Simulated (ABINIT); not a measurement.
La2O3:

```
La O
1.0
     3.93078    0.00000    0.00000
    -1.96539    3.40415    0.00000
     0.00000    0.00000    6.11195
La O
2 3
Direct
  0.33333 0.66667 0.24624
  0.66667 0.33333 0.75376
  0.00000 0.00000 0.00000
  0.33333 0.66667 0.64589
  0.66667 0.33333 0.35411
```

The cell is a database's computed one.

* Program: ABINIT 10.8.3 (patched build)
* Task: relaxation of cell and atoms
* Functional: LDA
* Potentials or basis: JTH PAW LDA v2.0
* Cutoff: 626 eV
* k mesh: 6 × 6 × 4
* Occupations: fermi-dirac, width 0.05 eV
* Spin: no spin polarisation

At the start: pressure -5.3 GPa; volume 16.36 Å³/atom.

How do energy, volume and symmetry change on relaxing?

Over 13 steps the energy falls by 11.6 meV/atom and the volume is 15.66 Å³/atom (-4.3 %); space group P-3m1 (No. 164, to 0.05 Å).

The path:
| step | energy change (eV) | largest force (eV/Å) | pressure (GPa) | volume (Å³) |
| --- | --- | --- | --- | --- |
| 1 | 0.0000 | 0.1001 | -5.33 | 81.78 |
| 2 | -0.0352 | 0.0515 | -3.11 | 80.46 |
| 3 | -0.0528 | 0.2132 | 0.11 | 78.67 |
| 4 | -0.0540 | 0.1698 | 0.06 | 78.64 |
| 5 | -0.0568 | 0.0433 | 0.01 | 78.40 |
| 6 | -0.0569 | 0.0457 | -0.01 | 78.40 |
| 7 | -0.0576 | 0.0439 | -0.04 | 78.33 |
| 8 | -0.0576 | 0.0361 | -0.02 | 78.33 |
| 9 | -0.0577 | 0.0271 | 0.01 | 78.31 |
| 10 | -0.0578 | 0.0273 | 0.02 | 78.30 |
| 11 | -0.0578 | 0.0135 | 0.02 | 78.29 |
| 12 | -0.0578 | 0.0028 | 0.01 | 78.29 |
| 13 | -0.0578 | 0.0002 | 0.00 | 78.29 |

Final structure:
```
CELL_PARAMETERS angstrom
3.89330 0.00000 0.00000
-1.94665 3.37169 0.00000
0.00000 0.00000 5.96413
ATOMIC_POSITIONS crystal
La 0.33333 0.66667 0.24381
La 0.66667 0.33333 0.75619
O 0.00000 0.00000 0.00000
O 0.33333 0.66667 0.64668
O 0.66667 0.33333 0.35332
```
